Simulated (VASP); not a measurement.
# Hf (Im-3m) in VASP: notebook, part 2 of 3

VASP 6.6.1.

### Step 3. Relaxation of cell and atoms, LDA, target pressure 50 GPa, at which the enthalpy is minimised

This run uses another cell than the first one, of 15.56 Å³/atom, 0.662 times its volume.

INCAR reads:

```
SYSTEM = Hf
ALGO = Fast
EDIFF = 1E-7
EDIFFG = -0.002
ENCUT = 350
IBRION = 2
ISIF = 3
ISMEAR = 0
LASPH = .TRUE.
LCHARG = .FALSE.
LREAL = .FALSE.
LWAVE = .FALSE.
NELM = 80
NSW = 80
PREC = Accurate
PSTRESS = 500.0
SIGMA = 0.1
```

KPOINTS reads:

```
k-points
0
G
  8 8 8
  0 0 0
```

POSCAR reads:

```
Hf                                      
1.0
   -1.5727641567      1.5727641567      1.5727641567
    1.5727641567     -1.5727641567      1.5727641567
    1.5727641567      1.5727641567     -1.5727641567
  Hf            
     1
Direct
     0.0000000000000000    0.0000000000000000    0.0000000000000000
```

Potentials or basis: VASP PAW LDA potentials, release 64 (Hf_pv).

The run is started by

```console
$ cat potpaw_LDA.64/Hf_pv/POTCAR > POTCAR
$ mpirun -np 1 vasp_std > vasp.out
```

OUTCAR:

```text
SYSTEM = Hf
   EDIFF = 1E-7
   EDIFFG = -0.002
   ENCUT = 350
   IBRION = 2
   ISIF = 3
   ISMEAR = 0
   LASPH = .TRUE.
   LREAL = .FALSE.
   NELM = 80
   NSW = 80
   PREC = Accurate
   PSTRESS = 500.0

 ion  position               nearest neighbor table
   1  0.000  0.000  0.000-

  LATTYP: Found a body centered cubic cell.
 ALAT       =     3.1455283134

  Lattice vectors:

 A1 = (  -1.5727641567,   1.5727641567,   1.5727641567)
 A2 = (   1.5727641567,  -1.5727641567,   1.5727641567)
 A3 = (   1.5727641567,   1.5727641567,  -1.5727641567)

Analysis of symmetry for initial positions (statically):
=====================================================================
 Subroutine PRICEL returns:
 Original cell was already a primitive cell.

 Routine SETGRP: Setting up the symmetry group for a
 body centered cubic supercell.

 Subroutine GETGRP returns: Found 48 space group operations
 (whereof 48 operations were pure point group operations)
 out of a pool of 48 trial point group operations.

The static configuration has the point symmetry O_h .

Analysis of symmetry for dynamics (positions and initial velocities):
=====================================================================
 Subroutine PRICEL returns:
 Original cell was already a primitive cell.

 Routine SETGRP: Setting up the symmetry group for a
 body centered cubic supercell.

 Subroutine GETGRP returns: Found 48 space group operations
 (whereof 48 operations were pure point group operations)
 out of a pool of 48 trial point group operations.

The dynamic configuration has the point symmetry O_h .

 Subroutine INISYM returns: Found 48 space group operations
 (whereof 48 operations are pure point group operations),
 and found     1 'primitive' translations

----------------------------------------------------------------------------------------

[... 128 lines left out ...]
 NGX is ok and might be reduce to    18
   NGX =  9   NGY =  9   NGZ =  9

--------------------------------------- Ionic step        1  -------------------------------------------

 number of electron      10.0000000 magnetization

 number of electron       9.9999997 magnetization

 Free energy of the ion-electron system (eV)
  ---------------------------------------------------
  ext. energy  EPLUGINS =         0.00000000
  ---------------------------------------------------
  free energy    TOTEN  =        -9.90545088 eV

  energy without entropy =       -9.89203913  energy(sigma->0) =       -9.89874500

------------------------ aborting loop because EDIFF is reached ----------------------------------------

  FORCE on cell =-STRESS in cart. coord.  units (eV):
  Direction    XX          YY          ZZ          XY          YZ          ZX
  --------------------------------------------------------------------------------------
  -------------------------------------------------------------------------------------
  Total        4.8442254      4.8442254      4.8442254     -0.0000000     -0.0000000      0.0000000
  in kB      498.7513922    498.7513922    498.7513922     -0.0000000     -0.0000000      0.0000000
  external PRESSURE =      -1.2486078 kB  Pullay stress =     500.0000000 kB
[... 61 lines left out ...]
--------------------------------------- Ionic step        3  -------------------------------------------

 number of electron       9.9999998 magnetization

 Free energy of the ion-electron system (eV)
  ---------------------------------------------------
  ext. energy  EPLUGINS =         0.00000000
  ---------------------------------------------------
  free energy    TOTEN  =        -9.90224371 eV

  energy without entropy =       -9.88879113  energy(sigma->0) =       -9.89551742

 E-fermi :   7.4453     XC(G=0): -13.2282

 val. band max:        7.3845710658   @ k =   0.2500   0.1250   0.1250
 cond. band min:       7.4753836808   @ k =  -0.2500   0.2500   0.1250
 fundamental gap:      0.0908126150
 Fermi energy:         7.4453251152

 k-point     1 :       0.0000    0.0000    0.0000
  band No.  band energies     occupation
      1     -20.9849      2.00000
      2     -20.9849      2.00000
      3     -20.9849      2.00000
      4      -0.6018      2.00000
      5       8.8829      0.00000
      6       8.8829      0.00000
      7       8.8829      0.00000
      8      12.8660      0.00000
      9      12.8660      0.00000
[... 265 lines left out ...]
 k-point    24 :      -0.3750    0.3750    0.2500
  band No.  band energies     occupation
      1     -22.8951      2.00000
      2     -22.1289      2.00000
      3     -21.9284      2.00000
      4       4.5552      2.00000
      5       5.3168      2.00000
      6       9.5559      0.00000
      7      10.3869      0.00000
      8      15.0558      0.00000
      9      15.1843      0.00000

 [... further k-points ...]

------------------------ aborting loop because EDIFF is reached ----------------------------------------

  FORCE on cell =-STRESS in cart. coord.  units (eV):
  Direction    XX          YY          ZZ          XY          YZ          ZX
  --------------------------------------------------------------------------------------
  -------------------------------------------------------------------------------------
  Total        4.8521560      4.8521560      4.8521560      0.0000000      0.0000000     -0.0000000
  in kB      499.8985969    499.8985969    499.8985969      0.0000000      0.0000000     -0.0000000
  external PRESSURE =      -0.1014031 kB  Pullay stress =     500.0000000 kB
[... 20 lines left out ...]
  energy  without entropy=       -9.8887911252  energy(sigma->0) =       -9.89551742

  enthalpy is  TOTEN    =        -5.0491034192 eV   P V=        4.8531402861

 reached required accuracy - stopping structural energy minimisation
```

OSZICAR:

```text
N       E                     dE             d eps       ncg     rms          rms(c)
DAV:   1     0.269281812126E+01    0.26928E+01   -0.49641E+03   546   0.792E+02
DAV:   2    -0.100062754666E+02   -0.12699E+02   -0.12424E+02   721   0.110E+02
DAV:   3    -0.101211871019E+02   -0.11491E+00   -0.11444E+00   591   0.833E+00
[... 20 lines left out ...]
DAV:   1    -0.990229648307E+01   -0.53719E-02   -0.13829E-03   537   0.358E-01    0.847E-02
RMM:   2    -0.990225615776E+01    0.40325E-04   -0.43606E-05   522   0.662E-02    0.312E-02
RMM:   3    -0.990224354739E+01    0.12610E-04   -0.32435E-05   525   0.518E-02    0.146E-02
RMM:   4    -0.990224366986E+01   -0.12248E-06   -0.23437E-06   523   0.170E-02    0.264E-03
RMM:   5    -0.990224370537E+01   -0.35503E-07   -0.64219E-07   485   0.776E-03
   3 F= -.50491034E+01 E0= -.50423771E+01  d E =-.525917E-05
```

It took 4.2 s on 1 thread of Intel Xeon Platinum 8488C (Sapphire Rapids), shared host; peak memory 0.11 GiB.

Results:

```yaml
Free_energy: -9.9022 eV
Relaxed_volume: 15.55 Å³/atom
Relaxed_cell: a = 2.724 Å, b = 2.724 Å, c = 2.724 Å, α = 109.47°, β = 109.47°, γ = 109.47°
Space_group_after_relaxing_to_0.05_Å: Im-3m (No. 229)
Energy_change_on_relaxing_the_enthalpy_is_what_falls: +3.2 meV/atom
Ionic_steps: 3
Pressure_after_relaxing: 50.0 GPa
Band_gap_on_the_k_mesh: none (metal or under the smearing width)
```

The path:
| step | energy change (eV) | largest force (eV/Å) | pressure (GPa) | volume (Å³) |
| --- | --- | --- | --- | --- |
| 1 | 0.0000 | 0.0000 | 49.88 | 15.56 |
| 2 | 0.0085 | 0.0000 | 50.22 | 15.53 |
| 3 | 0.0032 | 0.0000 | 49.99 | 15.55 |

Final structure:
```
Hf
1.0
    -1.57242    1.57242    1.57242
     1.57242   -1.57242    1.57242
     1.57242    1.57242   -1.57242
Hf
1
Direct
  0.00000 0.00000 0.00000
```

Caveat: the cell is relaxed towards a set pressure, so the enthalpy falls and the energy may rise. The run has no spin-orbit coupling, so splittings on Hf are missing.

### Step 4. Relaxation of cell and atoms, LDA, target pressure 50 GPa, at which the enthalpy is minimised

This run uses another cell than the first one, of 15.55 Å³/atom, 0.661 times its volume.

INCAR is that of step 3.

KPOINTS is that of step 3.

POSCAR reads:

```
Hf                                      
1.0
   -1.5724172903      1.5724172903      1.5724172903
    1.5724172903     -1.5724172903      1.5724172903
    1.5724172903      1.5724172903     -1.5724172903
  Hf            
     1
Direct
     0.0000000000000000    0.0000000000000000    0.0000000000000000
```

Potentials or basis: VASP PAW LDA potentials, release 64 (Hf_pv).

The run is started by

```console
$ cat potpaw_LDA.64/Hf_pv/POTCAR > POTCAR
$ mpirun -np 1 vasp_std > vasp.out
```

OUTCAR:

```text
SYSTEM = Hf
   EDIFF = 1E-7
   EDIFFG = -0.002
   ENCUT = 350
   IBRION = 2
   ISIF = 3
   ISMEAR = 0
   LASPH = .TRUE.
   LREAL = .FALSE.
   NELM = 80
   NSW = 80
   PREC = Accurate
   PSTRESS = 500.0

 ion  position               nearest neighbor table
   1  0.000  0.000  0.000-

  LATTYP: Found a body centered cubic cell.
 ALAT       =     3.1448345806

  Lattice vectors:

 A1 = (  -1.5724172903,   1.5724172903,   1.5724172903)
 A2 = (   1.5724172903,  -1.5724172903,   1.5724172903)
 A3 = (   1.5724172903,   1.5724172903,  -1.5724172903)

Analysis of symmetry for initial positions (statically):
=====================================================================
 Subroutine PRICEL returns:
 Original cell was already a primitive cell.

 Routine SETGRP: Setting up the symmetry group for a
 body centered cubic supercell.

 Subroutine GETGRP returns: Found 48 space group operations
 (whereof 48 operations were pure point group operations)
 out of a pool of 48 trial point group operations.

The static configuration has the point symmetry O_h .

Analysis of symmetry for dynamics (positions and initial velocities):
=====================================================================
 Subroutine PRICEL returns:
 Original cell was already a primitive cell.

 Routine SETGRP: Setting up the symmetry group for a
 body centered cubic supercell.

 Subroutine GETGRP returns: Found 48 space group operations
 (whereof 48 operations were pure point group operations)
 out of a pool of 48 trial point group operations.

The dynamic configuration has the point symmetry O_h .

 Subroutine INISYM returns: Found 48 space group operations
 (whereof 48 operations are pure point group operations),
 and found     1 'primitive' translations

----------------------------------------------------------------------------------------

                                     Primitive cell

  volume of cell :      15.5512

  direct lattice vectors                    reciprocal lattice vectors
    -1.572417290  1.572417290  1.572417290     0.000000000  0.317981749  0.317981749
     1.572417290 -1.572417290  1.572417290     0.317981749  0.000000000  0.317981749
     1.572417290  1.572417290 -1.572417290     0.317981749  0.317981749  0.000000000

  length of vectors
     2.723506637  2.723506637  2.723506637     0.449694102  0.449694102  0.449694102

  position of ions in fractional coordinates (direct lattice)
     0.000000000  0.000000000  0.000000000

  ion indices of the primitive-cell ions
   primitive index   ion index
                 1           1

----------------------------------------------------------------------------------------

 KPOINTS: k-points

Automatic generation of k-mesh.
 Grid dimensions read from file:
 generate k-points for:    8    8    8

 Generating k-lattice:

  Cartesian coordinates                     Fractional coordinates (reciprocal lattice)
     0.000000000  0.039747719  0.039747719     0.125000000  0.000000000  0.000000000
     0.039747719  0.000000000  0.039747719     0.000000000  0.125000000  0.000000000
     0.039747719  0.039747719  0.000000000     0.000000000  0.000000000  0.125000000

  Length of vectors
[... 45 lines left out ...]
 SYSTEM =  Hf
   PREC   = accura    normal or accurate (medium, high low for compatibility)
   ISTART =      0    job   : 0-new  1-cont  2-samecut
   ICHARG =      2    charge: 1-file 2-atom 10-const
   ISPIN  =      1    spin polarized calculation?
   LNONCOLLINEAR =      F non collinear calculations
   LSORBIT =      F    spin-orbit coupling
   LASPH  =      T    aspherical Exc in radial PAW
   ENCUT  =  350.0 eV  25.72 Ry    5.07 a.u.   4.15  4.15  4.15*2*pi/ulx,y,z
   NELM   =     80;   NELMIN=  2; NELMDL= -5     # of ELM steps
   EDIFF  = 0.1E-06   stopping-criterion for ELM
   LREAL  =      F    real-space projection
   EDIFFG = -.2E-02   stopping-criterion for IOM
   NSW    =     80    number of steps for IOM
   IBRION =      2    ionic relax: 0-MD 1-quasi-New 2-CG
   NFREE  =      1    steps in history (QN), initial steepest desc. (CG)
   ISIF   =      3    stress and relaxation
   ISYM   =      2    0-nonsym 1-usesym 2-fastsym
   POTIM  = 0.5000    time-step for ionic-motion
   TEBEG  =    0.0;   TEEND  =   0.0 temperature during run
   PSTRESS=  500.0 pullay stress
   NELECT =      10.0000    total number of electrons
   NUPDOWN=      -1.0000    fix difference up-down
   EMIN   =  10.00;   EMAX   =-10.00  energy-range for DOS
   EFERMI =   0.00;   METHOD = LEGACY
   ISMEAR =     0;   SIGMA  =   0.10  broadening in eV -4-tet -1-fermi 0-gaus
   EFERMI_NEDOS =   21; number of points for ismear=-14 and -15
   IALGO  =     68    algorithm
   IMIX   =      4    mixing-type and parameters
     AMIX     =   0.40;   BMIX     =  1.00
     AMIX_MAG =   1.60;   BMIX_MAG =  1.00
  volume/ion in A,a.u.               =      15.55       104.94
  Fermi-wavevector in a.u.,A,eV,Ry     =   1.413038  2.670254 27.166413  1.996675
  Thomas-Fermi vector in A             =   2.534724
   LORBIT       =      0    0 simple, 1 ext, 2 COOP (PROOUT), +10 PAW based schemes
   GGA     = CA    functional components
   LHFCALC =     F    Hartree Fock is set to
   AEXX    =    0.0000 exact exchange contribution
   IVDW    =     0    specifies the selected vdW correction
   LEPSILON=     F    determine dielectric tensor
   LRPA    =     F    only Hartree local field effects (RPA)
 conjugate gradient relaxation of ions
 non-spin polarized calculation
 RMM-DIIS sequential band-by-band and
 Gauss-broadening in eV      SIGMA  =   0.10
  energy-cutoff  :      350.00
  volume of cell :       15.55
 maximum number of plane-waves:       240
 NGX is ok and might be reduce to    18
   NGX =  9   NGY =  9   NGZ =  9

--------------------------------------- Ionic step        1  -------------------------------------------

 number of electron      10.0000000 magnetization

 number of electron       9.9999998 magnetization

 Free energy of the ion-electron system (eV)
  ---------------------------------------------------
  ext. energy  EPLUGINS =         0.00000000
  ---------------------------------------------------
  free energy    TOTEN  =        -9.90224371 eV

  energy without entropy =       -9.88879123  energy(sigma->0) =       -9.89551747

------------------------ aborting loop because EDIFF is reached ----------------------------------------

  FORCE on cell =-STRESS in cart. coord.  units (eV):
  Direction    XX          YY          ZZ          XY          YZ          ZX
  --------------------------------------------------------------------------------------
  -------------------------------------------------------------------------------------
  Total        4.8558710      4.8558710      4.8558710      0.0000000     -0.0000000      0.0000000
  in kB      500.2813368    500.2813368    500.2813368      0.0000000     -0.0000000      0.0000000
  external PRESSURE =       0.2813368 kB  Pullay stress =     500.0000000 kB
[... 98 lines left out ...]
--------------------------------------- Ionic step        4  -------------------------------------------

 number of electron       9.9999998 magnetization

 Free energy of the ion-electron system (eV)
  ---------------------------------------------------
  ext. energy  EPLUGINS =         0.00000000
  ---------------------------------------------------
  free energy    TOTEN  =        -9.90244769 eV

  energy without entropy =       -9.88899779  energy(sigma->0) =       -9.89572274

 E-fermi :   7.4449     XC(G=0): -13.2280

 val. band max:        7.3840449379   @ k =   0.2500   0.1250   0.1250
 cond. band min:       7.4750478759   @ k =  -0.2500   0.2500   0.1250
 fundamental gap:      0.0910029380
 Fermi energy:         7.4448859049

 k-point     1 :       0.0000    0.0000    0.0000
  band No.  band energies     occupation
      1     -20.9855      2.00000
      2     -20.9855      2.00000
      3     -20.9855      2.00000
      4      -0.6021      2.00000
      5       8.8825      0.00000
      6       8.8825      0.00000
      7       8.8825      0.00000
      8      12.8654      0.00000
      9      12.8654      0.00000
[... 265 lines left out ...]
 k-point    24 :      -0.3750    0.3750    0.2500
  band No.  band energies     occupation
      1     -22.8955      2.00000
      2     -22.1294      2.00000
      3     -21.9289      2.00000
      4       4.5550      2.00000
      5       5.3164      2.00000
      6       9.5554      0.00000
      7      10.3864      0.00000
      8      15.0551      0.00000
      9      15.1835      0.00000

 [... further k-points ...]

------------------------ aborting loop because EDIFF is reached ----------------------------------------

  FORCE on cell =-STRESS in cart. coord.  units (eV):
  Direction    XX          YY          ZZ          XY          YZ          ZX
  --------------------------------------------------------------------------------------
  -------------------------------------------------------------------------------------
  Total        4.8516311      4.8516311      4.8516311      0.0000000     -0.0000000      0.0000000
  in kB      499.8235012    499.8235012    499.8235012      0.0000000     -0.0000000      0.0000000
  external PRESSURE =      -0.1764988 kB  Pullay stress =     500.0000000 kB
[... 20 lines left out ...]
  energy  without entropy=       -9.8889977894  energy(sigma->0) =       -9.89572274

  enthalpy is  TOTEN    =        -5.0491033831 eV   P V=        4.8533443055

 reached required accuracy - stopping structural energy minimisation
```

CONTCAR:

```text
Hf
   1.00000000000000
    -1.5724393241143715    1.5724393241143713    1.5724393241143715
     1.5724393241143715   -1.5724393241143713    1.5724393241143715
     1.5724393241143715    1.5724393241143713   -1.5724393241143715
  Hf
     1
Direct
     0.0000000000000000    0.0000000000000000    0.0000000000000000

  0.00000000E+00  0.00000000E+00  0.00000000E+00
```

Wall time 4.2 s (1 thread of Intel Xeon Platinum 8488C (Sapphire Rapids), shared host); peak memory 0.11 GiB.

Results:

```yaml
Free_energy: -9.9024 eV
Energy_change_on_relaxing_the_enthalpy_is_what_falls: -0.2 meV/atom
Ionic_steps: 4
Pressure_after_relaxing: 50.0 GPa
Band_gap_on_the_k_mesh: none (metal or under the smearing width)
```

Step by step:
| step | energy change (eV) | largest force (eV/Å) | pressure (GPa) | volume (Å³) |
| --- | --- | --- | --- | --- |
| 1 | 0.0000 | 0.0000 | 50.03 | 15.55 |
| 2 | -0.0019 | 0.0000 | 49.92 | 15.56 |
| 3 | -0.0005 | 0.0000 | 49.96 | 15.55 |
| 4 | -0.0002 | 0.0000 | 49.98 | 15.55 |

Final structure:
```
Hf
1.0
    -1.57244    1.57244    1.57244
     1.57244   -1.57244    1.57244
     1.57244    1.57244   -1.57244
Hf
1
Direct
  0.00000 0.00000 0.00000
```

Levels at points of the mesh, in eV from the Fermi level:
| k point | band 3 | band 4 | band 5 | band 6 | band 7 | band 8 |
| --- | --- | --- | --- | --- | --- | --- |
| (0.00, 0.00, 0.00) | -28.43 | -8.05 | 1.44 | 1.44 | 1.44 | 5.42 |
| (0.50, 0.00, 0.00) | -28.47 | -4.88 | -1.63 | 3.33 | 5.59 | 6.98 |
| (0.50, 0.50, 0.50) | -30.13 | -4.75 | -4.75 | 9.69 | 9.69 | 9.69 |

Caveat: the cell is relaxed towards a set pressure, so the enthalpy falls and the energy may rise.

(Continued in part 3 of 3.)
